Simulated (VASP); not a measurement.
# PbS: optical spectrum with PBE

Crystal: PbS.

```
CELL_PARAMETERS angstrom
2.11266 1.21975 3.45192
-2.11266 1.21975 3.45192
0.00000 -2.43949 3.45192
ATOMIC_POSITIONS crystal
Pb 0.98057 0.98057 0.98057
S 0.47504 0.47504 0.47504
```

The cell is a database's computed one.

```
Program                : VASP 6.6.1
Task                   : optical spectrum
Functional             : PBE
Potentials or basis    : VASP PAW PBE potentials, release 64 (Pb_d, S)
Cutoff                 : 520 eV
k mesh                 : 8 × 8 × 8
Occupations            : gaussian, width 0.02 eV
Spin                   : no spin polarisation
Further INCAR settings : ALGO = Normal; EDIFF = 1e-07; NBANDS = 42
```

* Pressure: 0.8 GPa
* Largest force: 0.019 eV/Å
* Band gap on the k mesh: 0.46 eV, direct

Forces in eV/Å, atoms in the order of the input:
```
Pb   0.000  0.000 -0.019
S    0.000  0.000  0.019
```

Levels at points of the mesh, in eV from the valence-band top:
```tsv
k point	band 7	band 8	band 9	band 10	band 11	band 12	band 13	band 14
(0.00, 0.00, 0.00)	-6.04	-2.03	-2.03	-2.03	5.14	5.17	5.17	6.83
(0.50, 0.00, 0.00)	-8.69	-1.67	-1.67	0.00	0.46	2.05	2.05	8.66
(0.50, 0.50, 0.00)	-7.15	-4.97	-3.27	-3.26	3.97	5.53	5.63	5.65
(0.50, 0.50, 0.50)	-8.68	-1.66	-1.66	-0.03	0.49	2.05	2.05	8.65
```

Dielectric function (mean over the directions given):
| energy (eV) | real part | imaginary part |
| --- | --- | --- |
| 0.28 | 20.27 | 0.99 |
| 0.93 | 16.37 | 0.43 |
| 1.59 | 21.55 | 16.81 |
| 2.24 | 17.56 | 8.60 |
| 2.99 | 5.07 | 60.22 |
| 3.64 | -3.41 | 5.14 |
| 4.30 | -2.81 | 15.15 |
| 4.95 | -4.08 | 3.39 |
| 5.70 | -2.91 | 4.21 |
| 6.35 | -1.41 | 3.35 |
| 7.01 | -1.02 | 2.97 |
| 7.76 | 0.36 | 2.18 |
| 8.41 | 0.11 | 4.21 |
| 9.06 | -0.22 | 2.23 |
| 9.72 | -1.90 | 2.01 |
| 10.46 | -0.06 | 1.65 |
| 11.12 | -0.82 | 1.76 |
| 11.77 | -0.79 | 1.51 |
| 12.43 | -1.36 | 1.18 |
| 13.17 | -0.81 | 0.63 |
| 13.83 | -0.36 | 0.78 |
| 14.48 | -0.41 | 0.56 |
| 15.23 | -0.02 | 0.54 |
| 15.88 | 0.08 | 0.42 |
| 16.54 | 0.15 | 0.35 |
| 17.19 | 0.38 | 0.33 |
| 17.94 | 0.57 | 0.40 |
| 18.59 | 0.89 | 0.59 |
| 19.25 | 0.55 | 0.69 |
| 20.00 | 0.48 | 0.81 |

It took 100 s on 1 thread of Intel(R) Xeon(R) Platinum 8259CL CPU @ 2.50GHz (Skylake/Cascade Lake), with other jobs on the host, peak memory 0.31 GiB.

Caveat: spectra need much finer meshes, so this one isn't converged; independent-particle spectra lack excitons; spin-orbit coupling is left out, which as a rule narrows the gap of such compounds by several tenths of an eV. A k mesh can miss the band edges.
